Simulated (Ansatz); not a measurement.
# Ge7Se9: the cost of one run

Method: DFT PBE+D3(BJ), scalar-relativistic, plane waves, PAW, in Ansatz 0.2.0.

3 further runs of the same task are left out: 1 that didn't finish, 2 set aside as unsound or not needed.

**1. The system as given**

It takes space group Pnma (No. 62, orthorhombic). Conventional cell: a = 10.960 Å, b = 3.877 Å, c = 4.430 Å, α = 90.00°, β = 90.00°, γ = 90.00°. Ge (site symmetry m) is surrounded by 3 Se at 2.58 to 2.60 Å. Se (site symmetry m) is surrounded by 3 Ge at 2.58 to 2.60 Å.

Structure file:

```cif
data_structure
_symmetry_space_group_name_H-M 'Pnma'
_symmetry_Int_Tables_number 62
_cell_length_a 10.9599
_cell_length_b 3.8765
_cell_length_c 4.4301
_cell_angle_alpha 90.000
_cell_angle_beta 90.000
_cell_angle_gamma 90.000
_cell_volume 188.22
loop_
_atom_site_label
_atom_site_type_symbol
_atom_site_symmetry_multiplicity
_atom_site_Wyckoff_symbol
_atom_site_fract_x
_atom_site_fract_y
_atom_site_fract_z
_atom_site_occupancy
Ge1 Ge 4 c 0.12322 0.75000 0.88584 1
Se1 Se 4 c 0.85465 0.75000 0.50203 1
```

It is the result of an earlier relaxation at this level (volume 23.53 Å³/atom; gap on the mesh: 0.73 eV).

The perfect supercell (rows 0 1 -1; 0 1 1; 1 0 0 in vectors of this cell) comes from an earlier run at this level (16 atoms, E(σ→0) -78121.8355 eV, gap 1.03 eV on its own mesh).

**2. Setting up the defect**

The atom at (0.932, 0.818, 0.123) of the supercell is replaced. A small random displacement (spread 0.05 Å) lets the symmetry of the site break. Its neighbours are 1 Se at 2.58 Å, 2 Se at 2.60 Å.

**3. Relaxing the defect**

input.yaml reads:

```yaml
crystal:
  lattice:
    - [0.0, 3.8765427348, -4.4301029367]
    - [0.0, 3.8765427348, 4.4301029367]
    - [10.9599057377, 0.0, 0.0]
  atoms:
    - { symbol: Se, position: [0.9231287239, 0.8050783356, 0.1275727252] }
    - { symbol: Ge, position: [0.4320786101, 0.3179213899, 0.1232228235] }
    - { symbol: Ge, position: [0.0679213899, 0.6820786101, 0.6232228235] }
    - { symbol: Ge, position: [0.5679213899, 0.1820786101, 0.6232228235] }
    - { symbol: Ge, position: [0.9320786101, 0.3179213899, 0.3767771765] }
    - { symbol: Ge, position: [0.4320786101, 0.8179213899, 0.3767771765] }
    - { symbol: Ge, position: [0.0679213899, 0.1820786101, 0.8767771765] }
    - { symbol: Ge, position: [0.5679213899, 0.6820786101, 0.8767771765] }
    - { symbol: Se, position: [0.1239873871, 0.6260126129, 0.8546473717] }
    - { symbol: Se, position: [0.6239873871, 0.1260126129, 0.8546473717] }
    - { symbol: Se, position: [0.8729510545, 0.8876441513, 0.3536543022] }
    - { symbol: Se, position: [0.3760126129, 0.3739873871, 0.3546473717] }
    - { symbol: Se, position: [0.1239873871, 0.1260126129, 0.6453526283] }
    - { symbol: Se, position: [0.6239873871, 0.6260126129, 0.6453526283] }
    - { symbol: Se, position: [0.8791979153, 0.3745132223, 0.1479701755] }
    - { symbol: Se, position: [0.3698098923, 0.8755227353, 0.1514287026] }
  host:
    lattice:
      - [10.9599057377, 0.0, 0.0]
      - [0.0, 3.8765427348, 0.0]
      - [0.0, 0.0, 4.4301029367]
    atoms:
      - { symbol: Ge, position: [0.1232228235, 0.75, 0.8858427798] }
      - { symbol: Ge, position: [0.6232228235, 0.75, 0.6141572202] }
      - { symbol: Ge, position: [0.3767771765, 0.25, 0.3858427798] }
      - { symbol: Ge, position: [0.8767771765, 0.25, 0.1141572202] }
      - { symbol: Se, position: [0.8546473717, 0.75, 0.5020252259] }
      - { symbol: Se, position: [0.3546473717, 0.75, -0.0020252259] }
      - { symbol: Se, position: [0.6453526283, 0.25, 1.0020252259] }
      - { symbol: Se, position: [0.1453526283, 0.25, 0.4979747741] }
basis:
  ecutwfc: 420
  xc_grid: 2
kpoints:
  mp_grid: { grid: [3, 3, 2], shift: [0.0, 0.0, 0.5] }
hamiltonian:
  xc: pbe
  dispersion: d3bj
scf:
  occupations: { method: gaussian, width: 0.01 }
output:
  forces: true
  stress: false
  eigenvalues: true
  charged_corrections: { defect_position: [0.93207861, 0.81792139, 0.12322282] }
  write_density: true
  write_potential: true
  elf: true
  volumetric_format: npy
relax:
  adjacent_minimum: "off"
  f_tol: 0.025
  max_steps: 45
```

On the command line:

```sh
ansatz run input.yaml --threads 2 --pin off --max-ram 5120MiB --backend cpu --events-out ev --progress --plain --runs-dir out
```

**Question.** How long does this run take on 2 threads of AMD EPYC (Zen 3), shared host, and how much memory does it need?

About 9.7 min, with a peak of 1.1 GiB.
